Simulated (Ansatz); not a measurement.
PbSe, space group Cmcm, an equation of state with a fit

With Ansatz 0.2.0 through its Python package.

At the Python prompt:
```pycon
>>> import ansatz as az
>>> import numpy as np
>>> from scipy.optimize import curve_fit
>>> VECTORS = np.array([
...     [2.154877, -6.133947, 0.0],
...     [2.154877, 6.133947, 0.0],
...     [0.0, 0.0, 4.450494],
... ])
>>> SITES = [
...     ("Pb", (0.631761, 0.368239, 0.75)),
...     ("Pb", (0.368239, 0.631761, 0.25)),
...     ("Se", (0.86129, 0.13871, 0.75)),
...     ("Se", (0.13871, 0.86129, 0.25)),
... ]
>>> def build(cell):
...     crystal = az.Crystal(lattice=az.Lattice.of(cell))
...     for symbol, position in SITES:
...         crystal = crystal.atom(symbol, position)
...     return crystal
...
>>> def vinet(v, e0, v0, b0, b1):
...     eta = (v / v0) ** (1 / 3)
...     return e0 + 2 * b0 * v0 / (b1 - 1) ** 2 * (2 - (5 + 3 * b1 * (eta - 1) - 3 * eta) * np.exp(-1.5 * (b1 - 1) * (eta - 1)))
...
>>> volumes, energies, pressures = [], [], []
>>> for scale in np.linspace(0.94, 1.06, 7):
...     cell = VECTORS * scale ** (1 / 3)
...     model = (
...         build(cell).calculation()
...         .functional(az.Functional.PBESOL)
...         .pseudopotentials("paw")
...         .occupations("Fixed")
...         .basis(500)
...         .kpoints(6, 6, 4)
...         .stress()
...     )
...     report = model.run(threads=1).report
...     volumes.append(abs(np.linalg.det(cell)) / len(SITES))
...     energies.append(report["free_energy_ev"] / len(SITES))
...     pressures.append(np.trace(report["stress_gpa"]) / 3)
...     print(f"V = {volumes[-1]:8.4f} A^3/atom  F = {energies[-1]:.5f} eV/atom  P = {pressures[-1]:8.3f} GPa")
...
V =  27.6483 A^3/atom  F = -8590.06087 eV/atom  P =    1.315 GPa
V =  28.2366 A^3/atom  F = -8590.06352 eV/atom  P =    0.153 GPa
V =  28.8248 A^3/atom  F = -8590.06214 eV/atom  P =   -0.884 GPa
V =  29.4131 A^3/atom  F = -8590.05717 eV/atom  P =   -1.809 GPa
V =  30.0014 A^3/atom  F = -8590.04898 eV/atom  P =   -2.636 GPa
V =  30.5896 A^3/atom  F = -8590.03792 eV/atom  P =   -3.373 GPa
V =  31.1779 A^3/atom  F = -8590.02431 eV/atom  P =   -4.031 GPa
>>> guess = (min(energies), volumes[int(np.argmin(energies))], 0.5, 4.5)
>>> (e0, v0, b0, b1), _ = curve_fit(vinet, np.array(volumes), np.array(energies), p0=guess, maxfev=20000)
>>> print(f"Vinet fit: V0 = {v0:.4f} A^3/atom, B0 = {160.21766 * b0:.1f} GPa, B1 = {b1:.2f}")
Vinet fit: V0 = 28.3195 A^3/atom, B0 = 51.9 GPa, B1 = 4.41
>>> print("largest residual", round(1000 * float(np.abs(vinet(np.array(volumes), e0, v0, b0, b1) - energies).max()), 3), "meV/atom")
largest residual 0.001 meV/atom
```

A third-order Birch-Murnaghan fit through the 7 points (the script's own form differs a little) has its minimum at 28.32 Å³ an atom, 3.7 % below the typed cell, with a bulk modulus of 52 GPa and dB/dP = 4.5. From that minimum the energy rises by 2.7 meV an atom on the compressed side and 39.3 meV on the expanded side. The window is off centre, so dB/dP is rough.

Caveats:
- Total energies depend on the potentials; only differences at equal settings carry meaning.
- Shape and fractional positions are held along the curve, so the bulk modulus is an upper value where they are free to relax, by a factor of two or more in layered or hydrogen-bonded cells.
- For a gap this small the mesh is coarse, and bands can meet between its points.
- Pressure is positive in compression.
- Spin-orbit coupling, which matters for elements this heavy, is left out.
- This cell is a computed structure, which may not be the phase found in nature.
- Hardware and time: 64 s on 1 thread of Intel(R) Xeon(R) Processor @ 2.30GHz, with other jobs on the host, peak memory 0.73 GiB.
